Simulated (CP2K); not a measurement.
**CdSe under changes of volume**

One of the cells (28.942 Å³/atom); the others are scaled copies at fixed shape and fractional positions:

```xyz
2
Lattice="4.3420 0.0000 0.0000 2.1710 3.7603 0.0000 2.1710 1.2534 3.5452" Properties=species:S:1:pos:R:3 pbc="T T T"
Cd    0.0000    0.0000    0.0000
Se    2.1710    1.2534    0.8863
```

Measurements of this composition are mostly on another form, of space group No. 186.

- Program: CP2K 2026.2
- Functional: LDA
- Potentials or basis: GTH_POTENTIALS Cd GTH-PADE-q12, Se GTH-PADE-q6; TZVP-MOLOPT-PBE-GTH basis
- Density cutoff: 6123 eV
- k mesh: 8 × 8 × 8
- Occupations: fermi-dirac, width 0.1 eV
- Spin: no spin polarisation

```tsv
volume (Å³/atom)	energy over the lowest point (meV/atom)	pressure (GPa)
27.206	0.00	0.4
27.784	0.83	-0.8
28.363	5.75	-1.9
28.942	14.28	-2.8
29.521	26.02	-3.6
30.100	?	?
30.679	57.66	-5.0
```

Q: What does the run at 30.100 Å³/atom give?

A: Energy over the lowest point 40.59 meV/atom; pressure -4.4 GPa.

Worked out: A Birch-Murnaghan fit of order 3 (a polynomial in V^(-2/3)) to the other rows has its minimum at 27.38 Å³/atom with B0 = V·E''(V) = 58 GPa and B' = 4.8. It gives 40.59 meV/atom at 30.100 Å³/atom, against the run's 40.59, and -dE/dV = -4.4 GPa, against -4.4.

Energies are extrapolated to zero smearing.

Caveats: the basis of atomic orbitals isn't converged, which shifts pressures, moduli and gaps.
